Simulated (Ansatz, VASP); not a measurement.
# Te2Mo in two plane-wave programs

Wanted: the spread between two codes on one cell, functional and k mesh. The structure shown is the start of the Ansatz relaxation below; VASP solves that cell, so the two are compared at the walk's first step.

Method: plane waves, with VASP 6.6.1 beside it; single point at PBEsol with D3(BJ), in Ansatz 0.2.0.

### 1. Set-up

The cell holds 6 atoms: 4 Te and 2 Mo. Its edges and angles: a = 3.518 Å, b = 3.518 Å, c = 48.400 Å, α = 90.0°, β = 90.0°, γ = 120.0°. It derives from Te2Mo. Vacuum lies along c.

As a file:

```cif
data_structure
_symmetry_space_group_name_H-M 'P 1'
_symmetry_Int_Tables_number 1
_cell_length_a 3.5182
_cell_length_b 3.5182
_cell_length_c 48.4000
_cell_angle_alpha 90.000
_cell_angle_beta 90.000
_cell_angle_gamma 120.000
_cell_volume 518.82
loop_
_atom_site_label
_atom_site_type_symbol
_atom_site_fract_x
_atom_site_fract_y
_atom_site_fract_z
_atom_site_occupancy
Te1 Te 0.33333 0.66667 0.39058 1
Te2 Te 0.33333 0.66667 0.46507 1
Te3 Te 0.66667 0.33333 0.53493 1
Te4 Te 0.66667 0.33333 0.60942 1
Mo5 Mo 0.66667 0.33333 0.42782 1
Mo6 Mo 0.33333 0.66667 0.57218 1
```

### 2. Ansatz: relaxation, PBEsol with D3(BJ)

Ansatz runs on its default PAW (the set named soft_2) files.

The two programs are compared at the cell with which this relaxation starts, whose forces are those of its first step.

File input.yaml:

```yaml
crystal:
  lattice:
    - [3.5182, 0.0, 0.0]
    - [-1.7591, 3.0468505756, 0.0]
    - [0.0, 0.0, 48.4]
  atoms:
    - { symbol: Te, position: [0.33333333, 0.66666667, 0.3905786247] }
    - { symbol: Mo, position: [0.66666667, 0.33333333, 0.4278223112] }
    - { symbol: Te, position: [0.33333333, 0.66666667, 0.4650659977] }
    - { symbol: Te, position: [0.66666667, 0.33333333, 0.5349340023] }
    - { symbol: Mo, position: [0.33333333, 0.66666667, 0.5721776888] }
    - { symbol: Te, position: [0.66666667, 0.33333333, 0.6094213753] }
  periodic: [true, true, false]
kpoints:
  mp_grid: { grid: [9, 9, 1] }
hamiltonian:
  xc: pbesol
  dispersion: d3bj
scf:
  occupations: { method: fermi_dirac, width: 0.02 }
relax:
  f_tol: 0.01
  max_steps: 100
  cell: {}
```

Command:

```console
ansatz run input.yaml --threads 32 --pin off --max-ram 129024MiB --backend cuda --devices 1 --max-vram 157GiB --events-out ev --progress --plain --runs-dir out
```

Numbers of over 12 decimals in the logs are rounded to 6 here.

What it wrote:

```text
The last accepted step is kept in <dir> (removed where the run ends without a failure and the disk answers)
GPUs: using 1 of 1 available (devices: 1).
Engine: ansatz 0.2.0, aarch64-unknown-linux-gnu
Pseudopotentials: kind: paw
Pseudopotential: Te, paw, valence charge 16, recommended cutoff 420 eV (normal), Te.paw.azcp
Pseudopotential: Mo, paw, valence charge 14, recommended cutoff 420 eV (normal), Mo.paw.azcp
Functional definition: PBEsol
  exchange = pbesol_x
  correlation = pbesol_c
[...]
Crystal: 6 atoms, lattice volume = 518.820 Å³
Basis set: ecut = 420 eV, 10115 PW (Γ), exchange–correlation on 48×48×648 points (8 copies of the dense FFT grid, shifted against one another)
Bands: 56, of which v1, the nominal top of the filled ones, is band 46 counted from 1 (45 counted from 0)
Symmetry: 12 space group operations
Space group: P-3m1 (ITA 164), of the structure as read, at distance tolerance 8.0e-5 Å
k-points: 12 of 81
Non-local potential: Te, projectors of the file, l = 0: 2, l = 1: 2, l = 2: 2, l = 3: 2
Non-local potential: Mo, projectors of the file, l = 0: 3, l = 1: 2, l = 2: 2, l = 3: 1
PAW form: soft (Blöchl's): semilocal exchange-correlation on the pseudo side does not see the compensation charge
PAW frozen core: Te, regenerated for the run's functional, and the local potential with it (the file was generated under x = pbe(κ = 0.804, μ = 0.219515), c = pbe(β = 0.066725))
PAW frozen core: Mo, regenerated for the run's functional, and the local potential with it (the file was generated under x = pbe(κ = 0.804, μ = 0.219515), c = pbe(β = 0.066725))
PAW one-centre angular grid: Te, 590 points (default); XC on 64 Gauss nodes
PAW one-centre angular grid: Mo, 590 points (default); XC on 64 Gauss nodes
Initial density: superposition of atomic densities (neutral atoms: chi_scale 0, normalization atom), corrected by the library's trained network
Initial wavefunctions: pseudopotential atomic-orbital guess
[...]
Functional: x = pbesol(κ = 0.804, μ = 0.123457), c = pbesol(β = 0.046)
SCF iter   1: F=—  HF=-37405.185160 eV  |F-HF|=—  |Δ(HF+E_count)|=         —  Δρ=3.04e-3  dr2=1.01e-1  ethr=1.77e-3  ⟨swp⟩=17.2  Hψ=4399  notcnv=0  defer=1
preconditioner: auto → Resta (q_TF=auto, 2.045 Å⁻¹)  ε∞=2.8  [insulator: Δε(μ)=0.995 eV  Ē_g=7.346 eV  σ=0.020 eV  W_gap=1.00  n_scr=30 (ndim 8)  ℏωp=9.8 eV  f_vac=0.700  D(μ)=0.00/eV (n_scr^D=0)  ε∞_Penn≈2.8  vacuum switching on, ρ_ref=3.9e-3 e/Å³]
SCF iter   2: F=—  HF=-37405.196327 eV  |F-HF|=—  |Δ(HF+E_count)|=   1.12e-2  Δρ=2.21e-3  dr2=2.06e-1  ethr=1.10e-4  ⟨swp⟩=4.4  Hψ=1562  notcnv=0  defer=36
[...]
SCF iter   9: F=-37405.184194 eV  HF=-37405.184194 eV  |F-HF|=5.32e-9  |Δ(HF+E_count)|=   2.20e-7  Δρ=1.72e-6  dr2=3.16e-8  ethr=1.09e-10  ⟨swp⟩=7.0  Hψ=2817  notcnv=0
SCF 1 converged in 9 iterations: F = -37405.184194 eV  dr2 = 3.16e-8
  greatest PAW one-centre occupation: 0.999 electrons in one spin orbital (limit 2), on the Mo atom at site 4 (counted from 0), in its partial waves of l = 0
relax step   1: F+E_penalty+E_count = -37405.18419369 eV  Δ(F+E_penalty+E_count) = +0.000e0 eV  max|allowed force component| = 2.492e-1 eV/Å  Δτ_max = 0.0000 Å  P = -5.988 N/m  Ω = 518.820 Å³  fix = [c, alpha, beta]  reactions: c +0.000 N/m  (9 SCF iters, dr2 threshold 1.00e-7 eV, accepted)
[...]
Crystal: 6 atoms, lattice volume = 483.250 Å³
Basis set: ecut = 420 eV, 9485 PW (Γ), exchange–correlation on 48×48×648 points (8 copies of the dense FFT grid, shifted against one another)
[...]
iter 1 solved again at ethr=4.45e-4 eV; its pass at ethr=3.10e-3 eV (dr2=4.10e-1 eV) is discarded
SCF iter   1: F=—  HF=-37405.383099 eV  |F-HF|=—  |Δ(HF+E_count)|=         —  Δρ=8.76e-3  dr2=4.12e-1  ethr=4.45e-4  ⟨swp⟩=3.2  Hψ=4573  notcnv=0  defer=1
preconditioner: auto → Resta (q_TF=auto, 2.069 Å⁻¹)  ε∞=2.7  [insulator: Δε(μ)=0.758 eV  Ē_g=7.711 eV  σ=0.020 eV  W_gap=1.00  n_scr=30 (ndim 8)  ℏωp=10.1 eV  f_vac=0.705  D(μ)=0.00/eV (n_scr^D=0)  ε∞_Penn≈2.7  vacuum switching on, ρ_ref=4.3e-3 e/Å³]
SCF iter   2: F=—  HF=-37405.325049 eV  |F-HF|=—  |Δ(HF+E_count)|=   5.80e-2  Δρ=4.75e-3  dr2=3.24e-1  ethr=4.45e-4  ⟨swp⟩=4.5  Hψ=1279  notcnv=0  defer=2
[...]
SCF 2 converged in 10 iterations: F = -37405.289493 eV  dr2 = 2.06e-7
[...]
SCF 3 converged in 8 iterations: F = -37405.302887 eV  dr2 = 1.64e-7
[...]
SCF 4 converged in 9 iterations: F = -37405.318338 eV  dr2 = 7.05e-8
[...]
SCF 5 converged in 8 iterations: F = -37405.318608 eV  dr2 = 7.83e-8
[...]
SCF 6 converged in 7 iterations: F = -37405.319079 eV  dr2 = 2.17e-8
[...]
iter 1 solved again at ethr=7.98e-8 eV; its pass at ethr=3.10e-3 eV (dr2=7.34e-5 eV) is discarded
SCF iter   1: F=—  HF=-37405.317148 eV  |F-HF|=—  |Δ(HF+E_count)|=         —  Δρ=2.99e-5  dr2=6.42e-7  ethr=7.98e-8  ⟨swp⟩=7.4  Hψ=7709  notcnv=0
[...]
SCF iter   2: F=—  HF=-37405.317761 eV  |F-HF|=—  |Δ(HF+E_count)|=   6.13e-4  Δρ=1.49e-5  dr2=2.27e-7  ethr=6.98e-10  ⟨swp⟩=4.8  Hψ=1919  notcnv=0
SCF iter   3: F=—  HF=-37405.317761 eV  |F-HF|=—  |Δ(HF+E_count)|=   2.25e-7  Δρ=7.16e-6  dr2=9.39e-7  ethr=2.47e-10  ⟨swp⟩=2.8  Hψ=1333  notcnv=0  recentre
SCF iter   4: F=—  HF=-37405.317761 eV  |F-HF|=—  |Δ(HF+E_count)|=   8.69e-8  Δρ=2.63e-6  dr2=1.67e-8  ethr=2.47e-10  ⟨swp⟩=3.1  Hψ=1117  notcnv=0
[...]
SCF iter   6: F=—  HF=-37405.317761 eV  |F-HF|=—  |Δ(HF+E_count)|=  8.44e-10  Δρ=2.66e-7  dr2=2.90e-10  ethr=1.81e-11  ⟨swp⟩=2.9  Hψ=972  notcnv=0
SCF iter   7: F=—  HF=-37405.317761 eV  |F-HF|=—  |Δ(HF+E_count)|=   1.03e-9  Δρ=6.17e-8  dr2=3.41e-11  ethr=1.00e-12  ⟨swp⟩=3.9  Hψ=1415  notcnv=0
SCF iter   8: F=-37405.317761 eV  HF=-37405.317761 eV  |F-HF|=1.60e-10  |Δ(HF+E_count)|=  1.02e-10  Δρ=2.63e-8  dr2=3.97e-12  ethr=1.00e-12  ⟨swp⟩=13.0  Hψ=4343  notcnv=0
SCF 7 converged in 8 iterations: F = -37405.317761 eV  dr2 = 3.97e-12
relax step   7: F+E_penalty+E_count = -37405.31776085 eV  Δ(F+E_penalty+E_count) = +1.318e-3 eV  max|allowed force component| = 1.203e-3 eV/Å  Δτ_max = 0.0000 Å  P = +0.010 N/m  Ω = 495.698 Å³  fix = [c, alpha, beta]  reactions: c +0.000 N/m  stress off target by 9.54e-3 N/m on what of the cell is left free  SCF on the basis re-selected at this cell (its energy is not comparable with the rows above)  (8 SCF iters)
basis re-selected at this cell: Δ(F+E_penalty+E_count) = +1.318e-3 eV, ΔP = +0.001 N/m vs the last step (what re-selecting the basis moved, of the pressure what is left beyond the Pulay correction that the steps carried, after the strain that the cell walked since its last selection, with what the two solves' SCF thresholds leave and, on support functions, any second-order correction that the steps lacked; it is no m [...]
SCF converged after 8 iterations
Free energy (F): -37405.317761 eV
Harris-Foulkes:  -37405.317761 eV  (|F-HF|=1.60e-10)
Internal energy: -37405.317761 eV  (E = F + TS)
E sigma→0 (E₀):  -37405.317761 eV
Fermi energy:    -4.234389 eV
--- Per-component energies (eV) ---
  E_band       = -2725.545486
  E_kinetic    = 1616.019528
  E_local      = -592833.863869  (includes V_loc(G=0)·N_el)
  E_nonlocal   = -938.903555
  E_hartree    = 296062.575882
  E_xc         = -862.736423
  E_vxc        = -879.530818  (∫ρ·V_xc dr)
  E_paw        = -24628.897306  (= ΣΔE_a)
  E_vpaw       = -1814.418652  (= ΣTr[D̂ρ^β])
  E_aug_tail   = -0.000629  (compensation charges beyond the density's cutoff)
  E_ewald      = 284181.326363
  E_disp       = -2.755610  (pairwise vdW)
  E_core_change = 1.917859  (= ΣΔE_core)
  E_smearing   = -0.000000  (= −TS)
  E_closure    = 0.000000  (closes the sum)
  Σ components = -37405.317761   (vs F -37405.317761, Δ=0.00e0)
--- Forces (eV/Å), atoms counted from 1 ---
  atom   1  Te     0.00000000    -0.00000000     0.00114675
  atom   2  Mo     0.00000000     0.00000000    -0.00078897
  atom   3  Te     0.00000000    -0.00000000     0.00120346
  atom   4  Te    -0.00000000     0.00000000    -0.00120346
  atom   5  Mo     0.00000000    -0.00000000     0.00078897
  atom   6  Te    -0.00000000     0.00000000    -0.00114675
  max |Σ_I F_I| component: 9.25e-18 eV/Å
--- 2D stress c σ (N/m, compression-positive) ---
        0.009539       0.000000      -0.000000
        0.000000       0.009539       0.000000
       -0.000000       0.000000       0.000000
  P = ½ c Tr σ = 0.0095 N/m
--- Band table (eV; the first three rows and the last of 12) ---
[... rows of the band table ...]
  ° read free of the cell's end (the report's vacuum.weakly_bound_levels)
--- Relaxed structure (6 steps of the walk, 6 accepted, 1 SCFs on fresh bases) ---
  F+E_penalty+E_count = -37405.31776085 eV   max|allowed force component| = 1.203e-3 eV/Å   (the final SCF, on the basis selected at the relaxed cell)
  cell:  # Å, volume = 495.6979 Å³
    - [3.438908, 0.0, 0]
    - [-1.719454, 2.978181, 0]
    - [0, 0, 48.4]
  atoms:
    - { symbol: Te, position: [0.333333, 0.666667, 0.393593] }
    - { symbol: Mo, position: [0.666667, 0.333333, 0.431080] }
    - { symbol: Te, position: [0.333333, 0.666667, 0.468642] }
    - { symbol: Te, position: [0.666667, 0.333333, 0.531358] }
    - { symbol: Mo, position: [0.333333, 0.666667, 0.568920] }
    - { symbol: Te, position: [0.666667, 0.333333, 0.606407] }
```

The column dr2 measures how far the density is from self-consistency, as an energy; F and HF (Harris–Foulkes) agree once it is small.

### 3. VASP: single point, PBEsol with D3(BJ), start cell, pair 1

The same cell, functional, mesh and smearing now go to VASP, with its own data sets.

Lines of VASP's logs that name or quote its potential files are left out, and so is its time.

File INCAR:

```
SYSTEM = Te2Mo
PREC = Accurate
ENCUT = 400
EDIFF = 1E-06
NELM = 120
ISMEAR = -1
SIGMA = 0.02
LREAL = .FALSE.
ALGO = Normal
GGA = PS
IVDW = 12
NBANDS = 32
LASPH = .TRUE.
LORBIT = 11
LWAVE = .FALSE.
LCHARG = .FALSE.
ISIF = 2
LDIPOL = .TRUE.
IDIPOL = 3
DIPOL = 0.5 0.5 0.5
LVHAR = .TRUE.
GGA_COMPAT = .FALSE.
EFERMI = MIDGAP
NELMDL = -8
KPAR = 2
```

File POSCAR:

```
Te2Mo
1.0
    3.5182000000      0.0000000000      0.0000000000
   -1.7591000000      3.0468510000      0.0000000000
    0.0000000000      0.0000000000     48.4000000000
Te Mo
4 2
Direct
    0.3333333333      0.6666666667      0.3905786157
    0.3333333333      0.6666666667      0.4650659917
    0.6666666667      0.3333333333      0.5349340083
    0.6666666667      0.3333333333      0.6094213843
    0.6666666667      0.3333333333      0.4278223140
    0.3333333333      0.6666666667      0.5721776860
```

File KPOINTS:

```
Automatic mesh
0
Gamma
9 9 1
0 0 0
```

Potentials, in the order of the species: Te and Mo_sv (PBE family, release 64).

Command:

```console
mpirun -np 2 vasp_std
```

What it wrote:

```text
[banner, memory and clock lines left out]
running    2 mpi-ranks, on    1 nodes
 distrk:  each k-point on    1 cores,    2 groups
 distr:  one band on    1 cores,    1 groups

 POSCAR found type information on POSCAR TeMo
 POSCAR found :  2 types and       6 ions
|                                                                             |
|               ----> ADVICE to this user running VASP <----                  |
|                                                                             |
|     You enforced a specific xc type in the INCAR file but a different       |
|     [... a line on the potential file left out ...]
|     I HOPE YOU KNOW WHAT YOU ARE DOING!                                     |
|                                                                             |

 LDA part: xc-table for (Slater+PW92), standard interpolation
 POSCAR, INCAR and KPOINTS ok, starting setup
 FFT: planning ... GRIDC
 FFT: planning ... GRID_SOFT
 FFT: planning ... GRID
 WAVECAR not read
 entering main loop
       N       E                     dE             d eps       ncg     rms          rms(c)
DAV:   1     0.334508582096E+03    0.33451E+03   -0.21847E+04  1040   0.998E+02
DAV:   2    -0.124029258174E+02   -0.34691E+03   -0.34128E+03  1048   0.243E+02
DAV:   3    -0.397874827886E+02   -0.27385E+02   -0.26861E+02   960   0.620E+01
DAV:   4    -0.408077653106E+02   -0.10203E+01   -0.10137E+01  1120   0.116E+01
DAV:   5    -0.408226706830E+02   -0.14905E-01   -0.14886E-01  1000   0.167E+00
DAV:   6    -0.408232092345E+02   -0.53855E-03   -0.53842E-03  1128   0.250E-01
DAV:   7    -0.408232203855E+02   -0.11151E-04   -0.11149E-04  1016   0.396E-02
DAV:   8    -0.408232208653E+02   -0.47980E-06   -0.47952E-06   896   0.661E-03    0.227E+01
DAV:   9    -0.398880513376E+02    0.93517E+00   -0.91672E+00   856   0.151E+01    0.894E+00
DAV:  10    -0.398694093165E+02    0.18642E-01   -0.92292E+00   848   0.128E+01    0.686E+00
DAV:  11    -0.393148321430E+02    0.55458E+00   -0.20353E+00   896   0.656E+00    0.316E+00
DAV:  12    -0.393227694989E+02   -0.79374E-02   -0.44708E-01  1024   0.293E+00    0.160E+00
DAV:  13    -0.393013994889E+02    0.21370E-01   -0.10680E-01   872   0.161E+00    0.370E-01
DAV:  14    -0.393016605723E+02   -0.26108E-03   -0.62666E-03  1040   0.378E-01    0.267E-01
[...]
DAV:  22    -0.393019892095E+02   -0.34422E-04   -0.24390E-06   688   0.653E-03    0.755E-03
DAV:  23    -0.393020295615E+02   -0.40352E-04   -0.16639E-06   656   0.410E-03    0.263E-03
DAV:  24    -0.393020465013E+02   -0.16940E-04   -0.68550E-07   616   0.272E-03    0.498E-03
DAV:  25    -0.393020600275E+02   -0.13526E-04   -0.29775E-07   576   0.145E-03    0.389E-03
DAV:  26    -0.393020657254E+02   -0.56979E-05   -0.10722E-07   520   0.126E-03    0.156E-03
DAV:  27    -0.393020699442E+02   -0.42188E-05   -0.14712E-07   528   0.149E-03    0.117E-03
DAV:  28    -0.393020713610E+02   -0.14168E-05   -0.33330E-08   480   0.580E-04    0.914E-04
DAV:  29    -0.393020722447E+02   -0.88364E-06   -0.98877E-09   456   0.301E-04
   1 F= -.41859212E+02 E0= -.41859212E+02  d E =-.122762E-11
```

Parts of OUTCAR (step 3):

```text
ion  position               nearest neighbor table
   1  0.333  0.667  0.391-   5 2.72   5 2.72   5 2.72   2 3.61
   2  0.333  0.667  0.465-   5 2.72   5 2.72   5 2.72   1 3.61
   3  0.667  0.333  0.535-   6 2.72   6 2.72   6 2.72   4 3.61
   4  0.667  0.333  0.609-   6 2.72   6 2.72   6 2.72   3 3.61
   5  0.667  0.333  0.428-   2 2.72   2 2.72   2 2.72   1 2.72   1 2.72   1 2.72
   6  0.333  0.667  0.572-   3 2.72   3 2.72   3 2.72   4 2.72   4 2.72   4 2.72

  LATTYP: Found a hexagonal cell.
 ALAT       =     3.5182000000
 C/A-ratio  =    13.7570348474

 Subroutine GETGRP returns: Found 12 space group operations
 (whereof 12 operations were pure point group operations)

The static configuration has the point symmetry D_3d.

 Found     12 irreducible k-points:

   k-points           NKPTS =     12   k-points in BZ     NKDIM =     12   number of bands    NBANDS=     32

   dimension x,y,z NGX =    24 NGY =   24 NGZ =  320
   dimension x,y,z NGXF=    48 NGYF=   48 NGZF=  640

   ENCUT  =  400.0 eV  29.40 Ry    5.42 a.u.   5.74  5.74 78.93*2*pi/ulx,y,z

   NELECT =      52.0000    total number of electrons

 k-points in reciprocal lattice and weights: Automatic mesh
   0.00000000  0.00000000  0.00000000       0.012
   0.11111111 -0.00000000  0.00000000       0.074
   0.22222222 -0.00000000  0.00000000       0.074
   0.33333333 -0.00000000  0.00000000       0.074
   0.44444444 -0.00000000  0.00000000       0.074
   0.11111111  0.11111111  0.00000000       0.074
   0.22222222  0.11111111  0.00000000       0.148
   0.33333333  0.11111111  0.00000000       0.148
   0.44444444  0.11111111  0.00000000       0.074
   0.22222222  0.22222222  0.00000000       0.074
   0.33333333  0.22222222  0.00000000       0.148
   0.33333333  0.33333333  0.00000000       0.025

 dipolmoment           0.000000      0.000000     -0.000000 electrons x Angstroem

 average (electrostatic) potential at core
       1 -95.0962       2 -95.1162       3 -95.1162       4 -95.0962       5 -82.3887
       6 -82.3887

 E-fermi :  -0.6403

 k-point     1 :       0.0000    0.0000    0.0000
  band No.  band energies     occupation
    ...
     22      -2.1226      2.00000
     23      -2.1051      2.00000
     24      -2.1051      2.00000
     25      -1.8968      2.00000
     26      -1.1467      2.00000
     27       1.8692      0.00000
     28       1.8692      0.00000
     29       1.9447      0.00000
     30       1.9447      0.00000
     31       2.1586      0.00000
    ...

 k-point     2 :       0.1111   -0.0000    0.0000
  band No.  band energies     occupation
    ...
     22      -2.3242      2.00000
     23      -2.1514      2.00000
     24      -1.9208      2.00000
     25      -1.8527      2.00000
     26      -1.2274      2.00000
     27       1.2876      0.00000
     28       1.3105      0.00000
     29       1.3585      0.00000
     30       1.4237      0.00000
     31       1.7394      0.00000
    ...

 k-point     3 :       0.2222   -0.0000    0.0000
  band No.  band energies     occupation
    ...
     22      -2.3973      2.00000
     23      -2.3669      2.00000
     24      -2.1160      2.00000
     25      -2.0154      2.00000
     26      -1.8080      2.00000
     27       0.3137      0.00000
     28       0.5438      0.00000
     29       0.8875      0.00000
     30       1.0463      0.00000
     31       1.2150      0.00000
    ...

 Edisp (eV)   -2.55714

  Total      -4.09044    -4.09044    -2.60873     0.00000     0.00000    -0.00000
  in kB     -12.63175   -12.63175    -8.05606     0.00000     0.00000    -0.00000
  external pressure =      -11.11 kB  Pullay stress =        0.00 kB

  energy-cutoff  :      400.00
  volume of cell :      518.82
      direct lattice vectors                 reciprocal lattice vectors
     3.518200000  0.000000000  0.000000000     0.284236257  0.164103857  0.000000000
    -1.759100000  3.046851000  0.000000000     0.000000000  0.328207713  0.000000000
     0.000000000  0.000000000 48.400000000     0.000000000  0.000000000  0.020661157

 POSITION                                       TOTAL-FORCE (eV/Angst)
 -----------------------------------------------------------------------------------
     -0.00000      2.03123     18.90400         0.000000      0.000000      0.218519
     -0.00000      2.03123     22.50919         0.000000     -0.000000     -0.010068
      1.75910      1.01562     25.89081         0.000000      0.000000      0.010068
      1.75910      1.01562     29.49600         0.000000     -0.000000     -0.218519
      1.75910      1.01562     20.70660        -0.000000      0.000000      0.018645
     -0.00000      2.03123     27.69340        -0.000000     -0.000000     -0.018645
 -----------------------------------------------------------------------------------
    total drift:                               -0.000000      0.000000     -0.000000

  FREE ENERGIE OF THE ION-ELECTRON SYSTEM (eV)
  ---------------------------------------------------
  free  energy   TOTEN  =       -41.8592115427 eV

  energy  without entropy=      -41.8592115427  energy(sigma->0) =      -41.85921154

 vacuum level on the upper side and lower side of the slab         3.695         3.695

 total charge
# of ion       s       p       d       tot
------------------------------------------
    1        1.384   1.979   0.062   3.425
    2        1.386   1.970   0.065   3.421
    3        1.386   1.970   0.065   3.421
    4        1.384   1.979   0.062   3.425
    5        2.257   6.147   3.990  12.395
    6        2.257   6.147   3.990  12.395
--------------------------------------------------
tot         10.054  20.193   8.234  38.481

[... 3 further parts left out ...]
```

This run has no spin polarisation, so a moment on Mo, if there is one, isn't seen. The gap is read on the k-mesh alone, so it is an upper bound where the band edges lie off the mesh.

[end of part 1 of 2]

[Lines on the potential files, build, host, timing and source positions are cut from VASP's logs without a mark.]

[Logs are printed without paths, hosts, clocks, repeated set-up lines and the standing remarks that a program may print on its own settings, such as how far it seeks lower states.]

[Hosts, paths, dates, database ids (printed as entryN), source tags and the programs' standing remarks are cut or masked in the printed files.]
